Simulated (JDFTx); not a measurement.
Runs of JDFTx 1.7.0 (patched build) on HgSe. Symmetry: F-43m, No. 216, cubic system. Conventional cell: a = 6.078 Å, b = 6.078 Å, c = 6.078 Å, α = 90.00°, β = 90.00°, γ = 90.00°. Hg (site symmetry -43m) is surrounded by 4 Se at 2.63 Å. Se (site symmetry -43m) is surrounded by 4 Hg at 2.63 Å. 

```csv
task,level,potentials or basis,max SCF steps,SCF threshold on the energy,solver of the electrons,further solve for the empty bands,band ratio of the Davidson solver,gap on the mesh (eV),pressure (GPa)
single point,HLE16,PseudoDojo-SR-PBE-0.5-standard,100,1e-09 Ha,scf,yes,-,none,-1.9
single point,LDA,PseudoDojo-SR-LDA-0.4.1-standard,100,1e-09 Ha,scf,yes,-,none,(a)
single point,PBEsol,PseudoDojo-SR-PBEsol-0.4.1-standard,100,1e-09 Ha,scf,yes,-,none,1.4
single point,PBE,PseudoDojo-SR-PBE-0.5-standard,100,1e-09 Ha,scf,yes,-,none,4.6
```

Alike in all rows: no spin polarisation; cell as given; k mesh 8 × 8 × 8; cutoff (eV) 1170; smearing fermi-dirac 0.05 eV.

Problem. Estimate the missing entries.

Solution. (a) -0.5.

Caveats: the potentials were made for a functional far from this one (some runs); the potentials were made for another functional, which shifts forces and pressure (some runs).

A k mesh can miss the band edges, and the runs leave out spin-orbit coupling on Hg, Se.

A gap of «none» marks a metal or a gap under the smearing width.
